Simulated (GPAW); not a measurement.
A run of GPAW 26.7.0:

The input run.py:

```python
from ase import Atoms
from ase.filters import FrechetCellFilter
from ase.io import write
from ase.optimize import BFGS
from ase.units import GPa
from gpaw import GPAW, PW, setup_paths

setup_paths.insert(0, '.')

atoms = Atoms(['Sr', 'O'],
              cell=[[0.0, 2.5663, 2.5663],
                    [2.5663, 0.0, 2.5663],
                    [2.5663, 2.5663, 0.0]],
              scaled_positions=[[0.5, 0.5, 0.5],
                                [0.0, 0.0, 0.0]],
              pbc=True)

calc = GPAW(mode=PW(800),
            xc='PBEsol',
            kpts={'size': (9, 9, 9), 'gamma': True},
            occupations={'name': 'fermi-dirac', 'width': 0.05},
            nbands=16,
            convergence={'density': 1e-05, 'forces': 0.0001},
            maxiter=150,
            txt='gpaw.txt')
atoms.calc = calc
opt = BFGS(FrechetCellFilter(atoms, scalar_pressure=10 * GPa), trajectory='relax.traj', logfile='-')
done = opt.run(fmax=0.02, steps=60)
calc.write('gs.gpw')
write('result.traj', atoms)
print('Converged:', done)
print('Cell:', atoms.cell.cellpar().round(4))
print('Volume:', round(atoms.get_volume(), 4))
print(atoms.get_scaled_positions().round(5))
```

Potentials or basis: PAW data sets generated in the run's folder for this functional, pw.

Run with:

```console
$ gpaw-setup -f PBEsol O Sr
$ OMP_NUM_THREADS=1 python run.py
```

Hardware: 1 thread of Arm Neoverse V2, with other jobs on the host.

**Question.** Estimate the wall time of this run.

**Answer.** Run time: 54 s on 1 thread of Arm Neoverse V2 (shared host), peak memory 0.21 GiB. Counts: scf iterations 39, plane waves 1807, bands 16, k points 35, ion steps 4.
